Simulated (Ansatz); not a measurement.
The system is WC.

```
W C
1.0
     1.64035   -2.11804    0.00000
     1.64035    2.11804    0.00000
     0.00000    0.00000    4.30942
W C
1 1
Direct
  0.50000 0.50000 0.50000
  0.00000 0.00000 0.00000
```

The cell was built by a generator and needn't be a form met in nature.

| Property | Result |
| --- | --- |
| Program | Ansatz 0.2.0 |
| Task | relaxation of cell and atoms |
| Functional | revPBE |
| Dispersion | D4 |
| Potentials or basis | Ansatz PAW |
| Cutoff | 420 eV (not typed: the program's choice for these potentials) |
| k mesh | 10 × 10 × 6 |
| Occupations | fermi-dirac, width 0.05 eV |
| Spin | no spin polarisation |

At the start: volume 14.97 Å³/atom.

Q: Where does the relaxation end?

A: It ends after 17 steps and the volume is 11.30 Å³/atom (-24.6 %); space group Cmmm (No. 65, to 0.05 Å).

Step by step:
```tsv
step	energy change (eV)	largest force (eV/Å)	volume (Å³)
1	0.0000	0.0000	29.94
2	-0.7861	0.0000	27.49
3	-1.5072	0.0000	25.58
4	-2.3328	0.0000	24.46
5	-3.0573	0.0000	23.11
6	-3.5872	0.0000	21.92
7	-3.8995	0.0000	21.30
8	-3.9481	0.0000	22.01
9	-3.9922	0.0000	22.29
10	-3.9983	0.0000	22.45
11	-3.9993	0.0000	22.46
12	-3.9993	0.0000	22.47
13	-3.9993	0.0000	22.47
14	-4.0100	0.0000	22.47
15	-4.0107	0.0000	22.56
16	-4.0107	0.0000	22.59
17	-4.0109	0.0000	22.59
```

Final structure:
```
W C
1.0
     1.47136   -2.55372    0.00000
     1.47136    2.55372    0.00000
     0.00000    0.00000    3.00614
W C
1 1
Direct
  0.50000 0.50000 0.50000
  0.00000 0.00000 0.00000
```

Caveat: the volume moved by over 15 % at a fixed basis, so the end points are rough; the plane-wave basis is chosen anew once the cell has moved, so the energies of steps on either side of that aren't comparable; pairwise dispersion overbinds metals, which lowers pressure and volume; the PAW data sets come from PBE, with cores solved anew for the run's functional, which leaves a small shift of forces and pressure.
